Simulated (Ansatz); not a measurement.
All-electron card of Rh

```
Rh
1.0
     0.00000    2.75683    2.75683
     2.75683    0.00000    2.75683
     2.75683    2.75683    0.00000
Rh
2
Direct
  0.00000 0.00000 0.00000
  0.25000 0.25000 0.25000
```

Atom numbers follow the list: Rh1, Rh2.

The cell was built from the diamond type and relaxed in the same program, and has space group Fd-3m; it needn't be a known or the stable phase.

These are results of DFT, PBE, all-electron LAPW, scalar-relativistic in Ansatz 0.2.0, not measurements.

Settings: a Γ-centred 11×11×11 k mesh, Fermi–Dirac smearing of 0.08 eV, basis error target 1 meV/atom, no spin polarisation.

```
Band gap                                          : none: bands cross the Fermi level, a metal
Density of states at the Fermi level (0.2 eV bin) : 3.75 states/eV per cell
Volume per atom                                   : 141.4 bohr³
Pressure at this cell                             : 0.4 kbar
```
